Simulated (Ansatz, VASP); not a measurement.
Two plane-wave programs on Mg2Ge

```
Ge Mg
1.0
     0.00000    3.23097    3.23097
     3.23097    0.00000    3.23097
     3.23097    3.23097    0.00000
Ge Mg
1 2
Cartesian
  0.0000 0.0000 0.0000
  4.8464 4.8464 4.8464
  1.6155 1.6155 1.6155
```

Change from the starting cell: volume scaled by 1.04.

Alike in both runs: task single point; functional PBEsol; k mesh 7 × 7 × 7; occupations fermi-dirac, width 0.05 eV; no spin polarisation.

|  | VASP | Ansatz |
| --- | --- | --- |
| version | VASP 6.6.1 | Ansatz 0.2.0 |
| potentials or method | VASP PAW PBE potentials, release 64 (Ge_d, Mg) | Ansatz PAW |
| plane-wave cutoff (eV) | 520 | 420 |
| valence electrons in the cell | 18 | 34 |

```csv
,VASP,Ansatz,Ansatz less VASP
gap on the k mesh at the Fermi level (eV),0.25,0.25,+0.001
least direct gap on the mesh (eV),0.79,0.78,-0.004
pressure (GPa),-2.3,-2.2,+0.11
```

With one functional, cell and mesh, what is left measures potentials, basis and numerics. The two sets of potentials don't hold the same shells in valence.

Caveats: the PAW data sets were made with another functional, which shifts forces and pressure a little (VASP); an odd mesh through Γ misses points on the zone boundary, where band edges often lie (VASP); odd divisions of the mesh miss points on the zone boundary, where band edges often lie, so the gap on the mesh can be too wide (Ansatz); the PAW data sets come from PBE, with cores solved anew for the run's functional, which leaves a small shift of forces and pressure (Ansatz).
